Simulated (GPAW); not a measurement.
Moving the functional in Zn

Space group Fm-3m (No. 225). a = 3.930 Å, b = 3.930 Å, c = 3.930 Å, α = 90.00°, β = 90.00°, γ = 90.00°
```
atom  site  symmetry       x       y       z
  Zn    4a      m-3m  0.0000  0.0000  0.0000
```

This isn't the form of Zn at room conditions, which is hcp.

Kept alike: task band structure; k mesh 12 × 12 × 12; occupations fermi-dirac, width 0.05 eV; no spin polarisation. Program: GPAW, potentials by row: PAW data sets generated for this functional (BLYP, PBEsol); the program's PAW data sets (release 1.2.1) made for this functional (LDA); GPAW PAW data sets (gpaw-data 1.2.1) (r2SCAN on files made for PBE), cutoff 600 eV. The mesh is that of the run's cell of 1 atom. No spin-orbit coupling.

| functional | pressure (GPa) |
| --- | --- |
| BLYP | 5.61 |
| LDA | -8.87 |
| PBEsol | -5.39 |
| r2SCAN | -4.27 |

Pressure is positive in compression; the values hold the error of the finite cutoff, so their zero can differ a little from the energy's minimum. For a metal such a mesh leaves the last digits unconverged.

Question: What does the functional change here?

Answer: The pressure runs from -8.87 (LDA) to 5.61 GPa (BLYP). A positive pressure means that the functional's own cell is larger than the one given, a negative one that it is smaller.
